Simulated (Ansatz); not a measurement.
The system is SiNi.

```
CELL_PARAMETERS angstrom
5.17310 0.00000 0.00000
0.00000 3.33810 0.00000
0.00000 0.00000 5.60490
ATOMIC_POSITIONS crystal
Ni 0.99221 0.75000 0.81248
Ni 0.50779 0.25000 0.31248
Ni 0.49221 0.75000 0.68752
Ni 0.00779 0.25000 0.18752
Si 0.67872 0.25000 0.91750
Si 0.82128 0.75000 0.41750
Si 0.17872 0.25000 0.58250
Si 0.32128 0.75000 0.08250
```

A run of Ansatz 0.2.0 on this cell left the log below. Logs are shortened: lines on timing, memory, paths and dates and some standing lists are left out, and cuts for length are marked.

```text
Warning: RAYON_NUM_THREADS=4 ignored (pool sized by the plan → 4); use --threads N
Engine: ansatz 0.2.0, x86_64-unknown-linux-gnu
Pseudopotentials: kind: paw
Pseudopotential: Ni, paw, valence charge 18, recommended cutoff 420 eV (normal), Ni.paw.azcp
Pseudopotential: Si, paw, valence charge 4, recommended cutoff 420 eV (normal), Si.paw.azcp
Functional definition: SPW92
  exchange = slater_x
  correlation = pw_c
Crystal: 8 atoms, lattice volume = 96.787 Å³
Basis set: ecut = 420 eV, 1905 PW (Γ)
Bands: 56, of which v1, the nominal top of the filled ones, is band 44 counted from 1 (43 counted from 0)
Symmetry: 8 space group operations
Space group: Pnma (ITA 62), of the structure as read, at distance tolerance 4.6e-5 Å
Magnetic group: BNS 62.441 (UNI 539), of the structure as read, at distance tolerance 4.6e-5 Å
k-points: 45 of 200
Non-local potential: Ni, projectors of the file, l = 0: 3, l = 1: 2, l = 2: 3, l = 3: 1
Non-local potential: Si, projectors of the file, l = 0: 2, l = 1: 2, l = 2: 2
PAW form: soft (Blöchl's): semilocal exchange-correlation on the pseudo side does not see the compensation charge
[... 174 lines left out ...]
       -0.000000      -0.000000      -0.024141
  P = ⅓ Tr σ = -0.0156 GPa (-0.156 kbar)
--- Band table (eV; the first three rows and the last of 90) ---
  k-point 0 ↑: bands = ["-87.8859", "-87.8810", "-87.8794", "-87.8745", "-48.7873", "-48.7752", "-48.7682", "-48.7444", "-48.7195", "-48.7134", "-48.7101", "-48.7063", "-48.6926", "-48.6856", "-48.6618", "-48.6595", "1.9720", "5.6443", "6.6756", "7.4548", "8.5354", "9.0856", "10.6523", "11.0052", "11.0405", "11.1898", "11.3080", "11.3685", "11.5372", "11.7466", "12.0472", "12.0608", "12.3976", "12.5579", "12.7368", "12.8940", "13.0190", "13.0311", "13.1023", "13.2520", "13.5327", "13.9031", "14.1962", "14.4337", "16.1132", "16.8861", "18.7790", "19.0945", "19.3768", "19.9226", "20.4186", "21.5969", "21.6003", "21.9443", "22.4866", "22.7227"]
  k-point 1 ↑: bands = ["-87.8857", "-87.8821", "-87.8783", "-87.8748", "-48.7866", "-48.7778", "-48.7647", "-48.7467", "-48.7182", "-48.7128", "-48.7108", "-48.7072", "-48.6917", "-48.6861", "-48.6616", "-48.6597", "2.1654", "4.7891", "7.2532", "7.5365", "8.4696", "9.5955", "10.2529", "10.9700", "11.0677", "11.0743", "11.0856", "11.4711", "11.6044", "11.8258", "11.9775", "12.0673", "12.4637", "12.6540", "12.6699", "12.7029", "12.7880", "12.9968", "13.1605", "13.2337", "13.8173", "13.9939", "14.4278", "14.5231", "16.4305", "17.3751", "17.9518", "19.3082", "19.4830", "19.6818", "19.7338", "21.5971", "21.8848", "22.1624", "22.4643", "22.7020"]
  k-point 2 ↑: bands = ["-87.8849", "-87.8836", "-87.8768", "-87.8756", "-48.7846", "-48.7815", "-48.7585", "-48.7520", "-48.7154", "-48.7126", "-48.7114", "-48.7093", "-48.6897", "-48.6876", "-48.6611", "-48.6603", "2.7353", "3.6444", "7.7489", "7.8480", "8.4218", "9.2018", "10.3762", "10.7238", "11.1848", "11.1926", "11.2470", "11.4488", "11.8610", "11.8772", "11.9683", "12.1042", "12.2423", "12.3809", "12.4531", "12.5741", "12.9651", "13.0637", "13.1645", "13.3324", "13.8034", "14.0088", "14.7340", "15.5638", "15.9016", "16.7483", "18.3711", "19.0281", "19.4807", "19.8345", "20.6155", "21.4276", "21.4405", "21.5545", "22.2847", "22.7449"]
  k-point 44 ↓: bands = ["-87.8811", "-87.8811", "-87.8791", "-87.8791", "-48.7720", "-48.7720", "-48.7675", "-48.7675", "-48.7069", "-48.7069", "-48.7002", "-48.7002", "-48.6920", "-48.6920", "-48.6792", "-48.6792", "6.2548", "6.2548", "6.6025", "6.6025", "8.4395", "8.4395", "9.0120", "9.0120", "11.3541", "11.3541", "11.4419", "11.4419", "11.7258", "11.7258", "11.9838", "11.9838", "12.4656", "12.4656", "12.6111", "12.6111", "12.9809", "12.9809", "13.0654", "13.0654", "13.3127", "13.3127", "13.3824", "13.3824", "17.1889", "17.1889", "18.1490", "18.1490", "18.8251", "18.8251", "19.5363", "19.5363", "21.0747", "21.0747", "21.5716", "21.5716"]
--- Relaxed structure (6 steps of the walk, 6 accepted, 1 SCFs on fresh bases) ---
  F+E_penalty+E_count = -25533.02450086 eV   max|allowed force component| = 2.476e-3 eV/Å   (the final SCF, on the basis selected at the relaxed cell)
  cell:  # Å, volume = 92.1231 Å³
    - [5.02640440471858, 7.052484023685766e-34, 1.521869523459357e-17]
    - [3.1505968139100386e-34, 3.3525691443606105, -2.1703619398572842e-33]
    - [1.6489003676784425e-17, -3.6441873031682966e-33, 5.466800831445622]
  atoms:
    - { symbol: Ni, position: [0.990660887142417, 0.75, 0.812068512221727] }
    - { symbol: Ni, position: [0.5093391128575833, 0.25, 0.3120685122217269] }
    - { symbol: Ni, position: [0.4906608871424168, 0.75, 0.687931487778273] }
    - { symbol: Ni, position: [0.009339112857583239, 0.25, 0.18793148777827307] }
    - { symbol: Si, position: [0.680022718720394, 0.25, 0.9115619678875092] }
    - { symbol: Si, position: [0.8199772812796062, 0.75, 0.4115619678875095] }
    - { symbol: Si, position: [0.18002271872039383, 0.25, 0.5884380321124906] }
    - { symbol: Si, position: [0.31997728127960623, 0.75, 0.08843803211249054] }
```

Question: Write the input and the command behind it.

Answer: Relaxation of cell and atoms with LDA, collinear spin, ferromagnetic start. The files as run (others can give the same):

input.yaml
```yaml
crystal:
  lattice:
    - [5.1731, 0.0, 0.0]
    - [0.0, 3.3381, 0.0]
    - [0.0, 0.0, 5.6049]
  atoms:
    - { symbol: Ni, position: [0.99221, 0.75, 0.81248], spin: 1.0 }
    - { symbol: Ni, position: [0.50779, 0.25, 0.31248], spin: 1.0 }
    - { symbol: Ni, position: [0.49221, 0.75, 0.68752], spin: 1.0 }
    - { symbol: Ni, position: [0.00779, 0.25, 0.18752], spin: 1.0 }
    - { symbol: Si, position: [0.67872, 0.25, 0.9175] }
    - { symbol: Si, position: [0.82128, 0.75, 0.4175] }
    - { symbol: Si, position: [0.17872, 0.25, 0.5825] }
    - { symbol: Si, position: [0.32128, 0.75, 0.0825] }
hamiltonian:
  xc: lda
  pseudopotentials: { kind: paw }
magnetization:
  spin_polarized: true
kpoints:
  mp_grid: { grid: [5, 8, 5] }
scf:
  occupations: { method: fermi_dirac, width: 0.05 }
output:
  forces: true
  stress: true
  eigenvalues: true
relax:
  f_tol: 0.01
  max_steps: 40
  cell: { stress_tol: 0.05 }
```

Potentials or basis: Ansatz PAW.
Run with:
```console
$ ansatz run input.yaml --threads 4 --pin off --max-ram 11264MiB --backend cpu --events-out ev --progress --plain --runs-dir out
```

Caveat: the plane-wave basis is chosen anew once the cell has moved, so the energies of steps on either side of that aren't comparable; the PAW data sets come from PBE, with cores solved anew for the run's functional, which leaves a small shift of forces and pressure; the starting moments weren't kept.
